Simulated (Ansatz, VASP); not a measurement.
## LiF in VASP and in Ansatz

The input INCAR:

```
ALGO = Normal ; EDIFF = 1E-6
ENCUT = 520 ; GGA = PE
ISIF = 2 ; ISMEAR = -1
LASPH = True ; LCHARG = False
LREAL = False ; LWAVE = False
NBANDS = 12 ; NELM = 100
PREC = Accurate ; SIGMA = 0.02
```

The input KPOINTS:

```
k-points
0
Gamma
  10 10 10
```

The input POSCAR:

```
LiF
1.0
    0.0000000000      1.9749230202      2.0090937310
    1.9749230202      0.0000000000      2.0090937310
    1.9749230202      1.9749230202      0.0000000000
Li F
1 1
Direct
    0.0000000000      0.0000000000      0.0000000000
    0.5000000000      0.5000000000      0.5000000000
```

Input for Ansatz:

```yaml
crystal:
  lattice:
    - [0.0, 1.9749230202, 2.009093731]
    - [1.9749230202, 0.0, 2.009093731]
    - [1.9749230202, 1.9749230202, 0.0]
  atoms:
    - { symbol: Li, position: [0.0, 0.0, 0.0] }
    - { symbol: F, position: [0.5, 0.5, 0.5] }
kpoints:
  mp_grid: { grid: [10, 10, 10] }
  band_path:
    path:
      - [0.0, 0.0, 0.0]
      - [0.5, 0.0, 0.5]
      - [0.625, 0.25, 0.625]
      - [0.375, 0.375, 0.75]
      - [0.5, 0.5, 0.5]
      - [0.5, 0.25, 0.75]
    npoints: 1
hamiltonian:
  xc: pbe
scf:
  occupations: { method: fermi_dirac, width: 0.02 }
  n_extra_bands: 4
output:
  forces: true
  stress: true
  eigenvalues: true
```

Change from the starting cell: epitaxial_xy strain -1.0%.

Alike in both runs: task single point; functional PBE; k mesh 10 × 10 × 10; occupations fermi-dirac, width 0.02 eV; no spin polarisation.

|  | VASP | Ansatz |
| --- | --- | --- |
| version | VASP 6.6.1 | Ansatz 0.2.0 |
| potentials or method | VASP PAW PBE potentials, release 64 (Li_sv, F) | plane waves, PAW |
| plane-wave cutoff (eV) | 520 | 420 |
| valence electrons in the cell | 10 | 10 |

```tsv
	VASP	Ansatz	Ansatz less VASP
gap on the k mesh at the Fermi level (eV)	9.44	9.44	-0.002
```

 A k mesh can miss the band edges.
